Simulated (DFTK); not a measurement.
## Al: equation of state with PBE

**The experiment to reproduce.**

“The interpretation of polycrystalline coherent inelastic neutron scattering from aluminium”, 2013, pmc:3831299 quotes, for a bulk crystal of Al: bulk modulus 76.9 GPa.

The system is Al.

```
Al
1.0
     0.00000    2.02481    2.02481
     2.02481    0.00000    2.02481
     2.02481    2.02481    0.00000
Al
1
Direct
  0.00000 0.00000 0.00000
```

```json
{
  "Program": "DFTK 0.8.2",
  "Task": "equation of state",
  "Functional": "PBE",
  "Potentials or basis": "dojo.nc.sr.pbe.v0_4_1.standard.upf (PBE)",
  "Cutoff": "707 eV",
  "k mesh": "11 × 11 × 11",
  "Occupations": "fermi-dirac, width 0.05 eV",
  "Spin": "no spin polarisation"
}
```

```
Equilibrium volume                      : 16.46 Å³/atom
Bulk modulus                            : 80 GPa
Pressure derivative of the bulk modulus : 4.5
```

Energy against volume, from the lowest point:
```
volume (Å³/atom)  energy (meV/atom)
          15.607              11.87
          15.939               4.09
          16.271               0.27
          16.603               0.00
          16.935               2.92
          17.267               8.68
          17.599              16.98
```

Run time: 2.5 min on 1 thread of Intel(R) Xeon(R) Platinum 8375C CPU @ 2.90GHz (Ice Lake), with other jobs on the host, peak memory 1.4 GiB.

Measured bulk modulus of Al: 76.9 GPa (quoted in “The interpretation of polycrystalline coherent inelastic neutron scattering from aluminium”, 2013, pmc:3831299). This calculation gives 80 GPa (+3.5 %). The fit is for a static lattice scaled at fixed shape and fixed fractional positions. The cell as given is a measured one (16.60 Å³/atom); PBE puts the equilibrium volume -0.9 % from it, thermal expansion not counted.
